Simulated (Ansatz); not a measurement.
Al3Ni2 under changes of volume

One of the cells (13.487 Å³/atom); the others are scaled copies at fixed shape and fractional positions:

```
Ni Al
1.0
     3.99420    0.00000    0.00000
    -1.99710    3.45907    0.00000
     0.00000    0.00000    4.88086
Ni Al
2 3
Direct
  0.66667 0.33333 0.85343
  0.33333 0.66667 0.14657
  0.66667 0.33333 0.35192
  0.33333 0.66667 0.64808
  0.00000 0.00000 0.00000
```

The cell comes from a database or a generator and needn't be the stable form of this composition.

- Program: Ansatz 0.2.0
- Functional: PBEsol
- Potentials or basis: Ansatz PAW
- Cutoff: 420 eV (not typed: the program's choice for these potentials)
- k mesh: 8 × 8 × 6
- Occupations: fermi-dirac, width 0.05 eV
- Spin: collinear spin, ferromagnetic start
- Starting moments: [1.0, 1.0, 0.0, 0.0, 0.0] μB

```tsv
volume (Å³/atom)	energy over the lowest point (meV/atom)	pressure (GPa)	largest force (eV/Å)
12.678	24.05	10.1	0.124
12.948	10.24	6.4	0.084
13.217	2.43	3.0	0.047
13.487	0.00	0.0	0.049
13.757	?	?	?
14.026	9.20	-5.2	0.086
14.296	19.89	-7.4	0.102
```

Problem. What does the run at 13.757 Å³/atom give?

Solution. Energy over the lowest point 2.42 meV/atom; pressure -2.8 GPa; largest force 0.069 eV/Å.

Worked out: A Birch-Murnaghan fit of order 3 (a polynomial in V^(-2/3)) to the other rows has its minimum at 13.48 Å³/atom with B0 = V·E''(V) = 144 GPa and B' = 4.3 at fixed shape and positions, which overstates the stiffness. It gives 2.43 meV/atom at 13.757 Å³/atom, against the run's 2.42, and -dE/dV = -2.8 GPa, against -2.8.

Energies are extrapolated to zero smearing.

Caveats: the PAW data sets come from PBE, with cores solved anew for the run's functional, which leaves a small shift of forces and pressure; the starting moments weren't kept.
